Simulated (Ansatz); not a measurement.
# Calculated 17O nuclear quadrupole resonance for SiO₂

Cell: a Materials Project structure (computed, not necessarily an observed phase), taken as it stands.

```cif
data_SiO2
_symmetry_space_group_name_H-M 'I-42d'
_symmetry_Int_Tables_number 122
_cell_length_a 4.9546
_cell_length_b 4.9546
_cell_length_c 7.3113
_cell_angle_alpha 90.000
_cell_angle_beta 90.000
_cell_angle_gamma 90.000
loop_
_atom_site_label
_atom_site_type_symbol
_atom_site_symmetry_multiplicity
_atom_site_Wyckoff_symbol
_atom_site_fract_x
_atom_site_fract_y
_atom_site_fract_z
Si Si 4 a 0.0000 0.0000 0.0000
O O 8 d 0.0968 0.2500 0.1250
```

One atom of each set is listed; the run and its k-mesh use a cell of 6 atoms with edges of 5.06, 5.06, 5.06 Å.

Method: Kohn–Sham DFT in Ansatz, PBE, plane waves and PAW, scalar-relativistic, 420 eV cutoff, Γ-centred 5×5×5 k-points, Fermi–Dirac smearing 0.02 eV.

17O: I = 5/2, Q = -25.58 mb (year-2017 value). Static lattice, zero field.

(1) The simulated lines lie at 0.884, 1.71 MHz. What are |C_Q|, η and |V_zz| at O?

## Answers

(1) For I = 5/2 and η = 0 the lines are 3|C_Q|/20 and twice that; η pulls their ratio below 2. Here |C_Q| = 5.72 MHz, η = 0.17 and |V_zz| = 9.24 × 10²¹ V/m². The calculation gives V_zz positive; the lines don't show the sign. The site has 2 Si at 1.61 Å, angle 145°.

At O V_zz runs parallel to the line that joins its two neighbours (within 1°).

The largest force is 0.3 eV/Å, so the atoms aren't at the calculated equilibrium and relaxing them would move these values.

The run took 6 s of wall time (6 s of CPU time) and 0.32 GiB at its peak, on 1 thread of Arm Neoverse V1 (aarch64; 8 cores open to the job, memory cap 3.0 GiB, no GPU), a shared host with a load of 0.3 a core.
